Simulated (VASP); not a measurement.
# Nb in VASP: convergence with ENCUT

Aim: find how far ENCUT must go before the results for Nb settle, at PBE. This setting moves, with any that are tied to it; all else stays.

Program: VASP 6.6.1. These are calculated values, not measurements. Logs are shortened: lines on timing, memory, paths and dates and some standing lists are left out, and cuts for length are marked.

### 1 The slab as given

The cell holds a slab with vacuum, 7 atoms: a = 3.328 Å, b = 3.328 Å, c = 24.984 Å, α = 90.00°, β = 90.00°, γ = 90.00°.

The slab is cut from a database's or a generator's crystal, which needn't be the stable form of the element.

### 2 With ENCUT 200 eV

The input, INCAR:

```
SYSTEM = Nb
PREC = Accurate
ENCUT = 200
EDIFF = 1E-7
ISMEAR = 0
SIGMA = 0.02
LREAL = .False.
LASPH = .True.
NELM = 100
ALGO = Normal
ISIF = 2
LWAVE = .False.
LCHARG = .False.
GGA = PE
NBANDS = 54
```

The input, KPOINTS:

```
regular mesh
0
Gamma
  6 6 1
  0 0 0
```

The input, POSCAR:

```
Nb
1.0
    3.3279000000      0.0000000000      0.0000000000
    0.0000000000      3.3279000000      0.0000000000
    0.0000000000      0.0000000000     24.9837000000
Nb
7
Direct
    0.5000000000      0.5000000000      0.3001957276
    0.0000000000      0.0000000000      0.3667971517
    0.5000000000      0.5000000000      0.4333985759
    0.0000000000      0.0000000000      0.5000000000
    0.5000000000      0.5000000000      0.5666014241
    0.0000000000      0.0000000000      0.6332028483
    0.5000000000      0.5000000000      0.6998042724
```

Potentials or basis: VASP PAW PBE potentials, release 64 (Nb_sv).

Command:

```sh
> cat potpaw_PBE.64/Nb_sv/POTCAR > POTCAR
> mpirun -np 1 vasp_std > vasp.out
```

OUTCAR:

```text
SYSTEM = Nb
   PREC = Accurate
   ENCUT = 200
   EDIFF = 1E-7
   ISMEAR = 0
   LREAL = .False.
   LASPH = .True.
   NELM = 100
   ISIF = 2
   GGA = PE

 Found     10 irreducible k-points:

 Following reciprocal coordinates:
            Coordinates               Weight
  0.000000  0.000000  0.000000      1.000000
  0.166667  0.000000  0.000000      4.000000
  0.333333  0.000000  0.000000      4.000000
  0.500000  0.000000  0.000000      2.000000
  0.166667  0.166667  0.000000      4.000000
  0.333333  0.166667  0.000000      8.000000
   k-points           NKPTS =     10   k-points in BZ     NKDIM =     10   number of bands    NBANDS=     54
   number of dos      NEDOS =    301   number of ions     NIONS =      7
   total plane-waves  NPLWV =  30720
   dimension x,y,z NGX =    16 NGY =   16 NGZ =  120
   dimension x,y,z NGXF=    32 NGYF=   32 NGZF=  240
   ions per type =               7
   NGX,Y,Z   is equivalent  to a cutoff of   7.99,  7.99,  7.99 a.u.
   NGXF,Y,Z  is equivalent  to a cutoff of  15.99, 15.99, 15.97 a.u.
 SYSTEM =  Nb
   PREC   = accura    normal or accurate (medium, high low for compatibility)
   ISTART =      0    job   : 0-new  1-cont  2-samecut
   ICHARG =      2    charge: 1-file 2-atom 10-const
   ISPIN  =      1    spin polarized calculation?
   LNONCOLLINEAR =      F non collinear calculations
   LSORBIT =      F    spin-orbit coupling
   LASPH  =      T    aspherical Exc in radial PAW
   ENCUT  =  200.0 eV  14.70 Ry    3.83 a.u.   3.84  3.84 28.81*2*pi/ulx,y,z
   NELM   =    100;   NELMIN=  2; NELMDL= -5     # of ELM steps
   EDIFF  = 0.1E-06   stopping-criterion for ELM
   LREAL  =      F    real-space projection
   EDIFFG = 0.1E-05   stopping-criterion for IOM
[... 40 lines left out ...]
  ext. energy  EPLUGINS =         0.00000000
  ---------------------------------------------------
  free energy    TOTEN  =       -65.94691641 eV

  energy without entropy =      -65.94320761  energy(sigma->0) =      -65.94506201

 E-fermi :   3.4125     XC(G=0):  -6.8375

 val. band max:        3.4087123925   @ k =   0.1667   0.1667   0.0000
 cond. band min:       3.4168937640   @ k =   0.5000   0.3333   0.0000
 fundamental gap:      0.0081813715
 Fermi energy:         3.4124543221

 k-point     1 :       0.0000    0.0000    0.0000
  band No.  band energies     occupation
      1     -52.4494      2.00000
      2     -52.4494      2.00000
      3     -51.6910      2.00000
      4     -51.6441      2.00000
      5     -51.5471      2.00000
      6     -51.4471      2.00000
[... 331 lines left out ...]
     53       5.0973      0.00000
     54       5.5027      0.00000

 [... further k-points ...]

------------------------ aborting loop because EDIFF is reached ----------------------------------------

  FORCE on cell =-STRESS in cart. coord.  units (eV):
  Direction    XX          YY          ZZ          XY          YZ          ZX
  --------------------------------------------------------------------------------------
  -------------------------------------------------------------------------------------
  Total      -70.8201967    -70.8201967    -68.7622060      0.0000000      0.0000000      0.0000000
  in kB     -410.0817285   -410.0817285   -398.1650092      0.0000000      0.0000000      0.0000000
  external PRESSURE =    -406.1094887 kB  Pullay stress =       0.0000000 kB

 VOLUME and BASIS-vectors are now :
 -----------------------------------------------------------------------------
  energy-cutoff  :      200.00
  volume of cell :      276.69
      direct lattice vectors                 reciprocal lattice vectors
     3.327900000  0.000000000  0.000000000     0.300489798  0.000000000  0.000000000
     0.000000000  3.327900000  0.000000000     0.000000000  0.300489798  0.000000000
     0.000000000  0.000000000 24.983700000     0.000000000  0.000000000  0.040026097

 POSITION                                       TOTAL-FORCE (eV/Angst)
 -----------------------------------------------------------------------------------
      1.66395      1.66395      7.50000        -0.000000      0.000000      0.338597
      0.00000      0.00000      9.16395        -0.000000     -0.000000     -0.642869
      1.66395      1.66395     10.82790         0.000000     -0.000000     -0.468549
      0.00000      0.00000     12.49185        -0.000000      0.000000      0.000000
      1.66395      1.66395     14.15580         0.000000      0.000000      0.468549
      0.00000      0.00000     15.81975         0.000000     -0.000000      0.642869
      1.66395      1.66395     17.48370        -0.000000     -0.000000     -0.338597
 -----------------------------------------------------------------------------------
    total drift:                                0.000000      0.000000      0.000000

  FREE ENERGIE OF THE ION-ELECTRON SYSTEM (eV)
  ---------------------------------------------------
  free  energy   TOTEN  =       -65.9469164150 eV

  energy  without entropy=      -65.9432076099  energy(sigma->0) =      -65.94506201
```

stdout:

```text
POSCAR found type information on POSCAR Nb
 POSCAR found :  1 types and       7 ions
 scaLAPACK will be used
 LDA part: xc-table for (Slater+PW92), standard interpolation
 POSCAR, INCAR and KPOINTS ok, starting setup
 FFT: planning ... GRIDC
 FFT: planning ... GRID_SOFT
 FFT: planning ... GRID
 WAVECAR not read
 entering main loop
```

Wall time 43 s (1 thread of Intel Xeon 6975P-C (Granite Rapids), shared host); peak memory 0.18 GiB.

What came out:

```
Free energy            : -65.9469 eV
Largest force          : 0.643 eV/Å
Band gap on the k mesh : none (metal or under the smearing width)
```

### 3 With ENCUT 250 eV

INCAR: that of step 2 with these lines changed.

```diff
@@ -2,3 +2,3 @@
 PREC = Accurate
-ENCUT = 200
+ENCUT = 250
 EDIFF = 1E-7
```

KPOINTS is that of step 2.

POSCAR is that of step 2.

Potentials or basis: VASP PAW PBE potentials, release 64 (Nb_sv).

Command:

```sh
> cat potpaw_PBE.64/Nb_sv/POTCAR > POTCAR
> mpirun -np 1 vasp_std > vasp.out
```

Wall time 71 s (1 thread of Intel Xeon 6975P-C (Granite Rapids), shared host); peak memory 0.2 GiB.

What came out:

```yaml
Free_energy: -67.9793 eV
Largest_force: 1.419 eV/Å
Band_gap_on_the_k_mesh: none (metal or under the smearing width)
```

### 4 With ENCUT 300 eV

INCAR: that of step 3 with these lines changed.

```diff
@@ -2,3 +2,3 @@
 PREC = Accurate
-ENCUT = 250
+ENCUT = 300
 EDIFF = 1E-7
```

KPOINTS is that of step 3.

POSCAR is that of step 3.

Command:

```sh
> cat potpaw_PBE.64/Nb_sv/POTCAR > POTCAR
> mpirun -np 1 vasp_std > vasp.out
```

Run time: 82 s. Hardware: 1 thread of Intel Xeon 6975P-C (Granite Rapids), shared host; peak memory 0.23 GiB.

What came out:

```
Free energy            : -67.8309 eV
Largest force          : 1.385 eV/Å
Band gap on the k mesh : none (metal or under the smearing width)
```

### 5 With ENCUT 350 eV

INCAR: that of step 4 with these lines changed.

```diff
@@ -2,3 +2,3 @@
 PREC = Accurate
-ENCUT = 300
+ENCUT = 350
 EDIFF = 1E-7
```

KPOINTS is that of step 4.

POSCAR is that of step 4.

Command:

```sh
> cat potpaw_PBE.64/Nb_sv/POTCAR > POTCAR
> mpirun -np 1 vasp_std > vasp.out
```

Run time: 92 s. Hardware: 1 thread of Intel Xeon 6975P-C (Granite Rapids), shared host; peak memory 0.25 GiB.

Results:

```
Free energy            : -67.8636 eV
Largest force          : 1.396 eV/Å
Band gap on the k mesh : none (metal or under the smearing width)
```

### 6 With ENCUT 400 eV

INCAR: that of step 5 with these lines changed.

```diff
@@ -2,3 +2,3 @@
 PREC = Accurate
-ENCUT = 350
+ENCUT = 400
 EDIFF = 1E-7
```

KPOINTS is that of step 5.

POSCAR is that of step 5.

Potentials or basis: VASP PAW PBE potentials, release 64 (Nb_sv).

Command:

```sh
> cat potpaw_PBE.64/Nb_sv/POTCAR > POTCAR
> mpirun -np 1 vasp_std > vasp.out
```

Wall time 2 min (1 thread of Intel Xeon 6975P-C (Granite Rapids), shared host); peak memory 0.31 GiB.

Results:

| Quantity | Value |
| --- | --- |
| Free energy | -67.9042 eV |
| Largest force | 1.413 eV/Å |
| Band gap on the k mesh | none (metal or under the smearing width) |

### 7 With ENCUT 450 eV

INCAR: that of step 6 with these lines changed.

```diff
@@ -2,3 +2,3 @@
 PREC = Accurate
-ENCUT = 400
+ENCUT = 450
 EDIFF = 1E-7
```

KPOINTS is that of step 6.

POSCAR is that of step 6.

Command:

```sh
> cat potpaw_PBE.64/Nb_sv/POTCAR > POTCAR
> mpirun -np 1 vasp_std > vasp.out
```

Run time: 2.1 min. Hardware: 1 thread of Intel Xeon 6975P-C (Granite Rapids), shared host; peak memory 0.35 GiB.

What came out:

| Item | Value |
| --- | --- |
| Free energy | -67.9143 eV |
| Largest force | 1.416 eV/Å |
| Band gap on the k mesh | none (metal or under the smearing width) |

### 8 With ENCUT 500 eV

INCAR: that of step 7 with these lines changed.

```diff
@@ -2,3 +2,3 @@
 PREC = Accurate
-ENCUT = 450
+ENCUT = 500
 EDIFF = 1E-7
```

KPOINTS is that of step 7.

POSCAR is that of step 7.

Command:

```sh
> cat potpaw_PBE.64/Nb_sv/POTCAR > POTCAR
> mpirun -np 1 vasp_std > vasp.out
```

Wall time 2.5 min (1 thread of Intel Xeon 6975P-C (Granite Rapids), shared host); peak memory 0.35 GiB.

What came out:

| Item | Value |
| --- | --- |
| Free energy | -67.9200 eV |
| Largest force | 1.417 eV/Å |
| Band gap on the k mesh | none (metal or under the smearing width) |

### 9 With ENCUT 600 eV

INCAR: that of step 8 with these lines changed.

```diff
@@ -2,3 +2,3 @@
 PREC = Accurate
-ENCUT = 500
+ENCUT = 600
 EDIFF = 1E-7
```

KPOINTS is that of step 8.

POSCAR is that of step 8.

Potentials or basis: VASP PAW PBE potentials, release 64 (Nb_sv).

Command:

```sh
> cat potpaw_PBE.64/Nb_sv/POTCAR > POTCAR
> mpirun -np 1 vasp_std > vasp.out
```

Run time: 4.1 min. Hardware: 1 thread of Intel Xeon 6975P-C (Granite Rapids), shared host; peak memory 0.44 GiB.

Results:

| Property | Result |
| --- | --- |
| Free energy | -67.9199 eV |
| Largest force | 1.419 eV/Å |
| Band gap on the k mesh | none (metal or under the smearing width) |

### 10 With ENCUT 800 eV

INCAR: that of step 9 with these lines changed.

```diff
@@ -2,3 +2,3 @@
 PREC = Accurate
-ENCUT = 600
+ENCUT = 800
 EDIFF = 1E-7
```

KPOINTS is that of step 9.

POSCAR is that of step 9.

Command:

```sh
> cat potpaw_PBE.64/Nb_sv/POTCAR > POTCAR
> mpirun -np 1 vasp_std > vasp.out
```

Run time: 7.9 min. Hardware: 1 thread of Intel Xeon 6975P-C (Granite Rapids), shared host; peak memory 0.66 GiB.

The run converged. Its results:

- Free energy: -67.9214 eV
- Largest force: 1.421 eV/Å
- Band gap on the k mesh: none (metal or under the smearing width)

### 11 Summary

| ENCUT | energy less the tightest run, at zero smearing (meV/atom) | largest force (eV/Å) | SCF cycles | CPU time (s) | peak memory (GiB) |
| --- | --- | --- | --- | --- | --- |
| 200 eV | 282.21 | 0.643 | 34 | 42 | 0.18 |
| 250 eV | -8.29 | 1.419 | 31 | 70 | 0.2 |
| 300 eV | 12.91 | 1.385 | 29 | 81 | 0.23 |
| 350 eV | 8.24 | 1.396 | 30 | 91 | 0.25 |
| 400 eV | 2.45 | 1.413 | 30 | 120 | 0.31 |
| 450 eV | 1.02 | 1.416 | 30 | 120 | 0.35 |
| 500 eV | 0.20 | 1.417 | 29 | 150 | 0.35 |
| 600 eV | 0.22 | 1.419 | 29 | 240 | 0.44 |
| 800 eV | 0.00 | 1.421 | 30 | 470 | 0.66 |

Against the tightest run, the energy stays within 1 meV/atom from 500 eV on; the largest force stays within 0.005 eV/Å from 450 eV on. The tightest run that finished is the yardstick and may itself not be fully converged.
